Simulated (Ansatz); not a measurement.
Ru: one atom moved over a plane

Theory: DFT PBE, scalar-relativistic, plane waves, PAW (Ansatz 0.2.0). The runs took a 420 eV cutoff, a Γ-centred 24×24×12 mesh and Gaussian smearing (0.15 eV). No spin polarisation. Energies are free energies at this smearing, counted from the undisturbed cell; pressure is positive in compression.

The starting cell (as given, not relaxed at this level; it stands at 4.5 GPa):

```
Ru
1.0
     2.70580    0.00000    0.00000
    -1.35290    2.34329    0.00000
     0.00000    0.00000    4.28190
Ru
2
Direct
  0.33333 0.66667 0.25000
  0.66667 0.33333 0.75000
```

Atom 1 (Ru) is moved by p along (0.000, 1.000, 0.000) and q along (0.000, 0.000, 1.000) (Å), all else fixed. Points are written (p, q).

Energy above the undisturbed cell in eV/cell (a dash: not computed):

```csv
p \ q,-0.300,-0.150,0.000,0.150,0.300
-0.300,0.98,0.47,0.33,0.47,0.98
-0.150,0.72,0.23,0.08,0.23,0.72
0.000,0.63,0.14,0.00,0.14,0.63
0.150,0.72,0.22,0.08,0.22,0.72
0.300,0.99,0.45,0.29,0.45,0.99
```

Pressure in GPa:

| p \ q | -0.300 | -0.150 | 0.000 | 0.150 | 0.300 |
| --- | --- | --- | --- | --- | --- |
| -0.300 | 25.7 | 12.6 | 8.4 | 12.6 | 25.7 |
| -0.150 | 22.6 | 9.7 | 5.6 | 9.7 | 22.6 |
| 0.000 | 21.5 | 8.7 | 4.5 | 8.7 | 21.5 |
| 0.150 | 22.7 | 9.9 | 5.7 | 9.9 | 22.7 |
| 0.300 | 26.8 | 13.4 | 9.1 | 13.4 | 26.8 |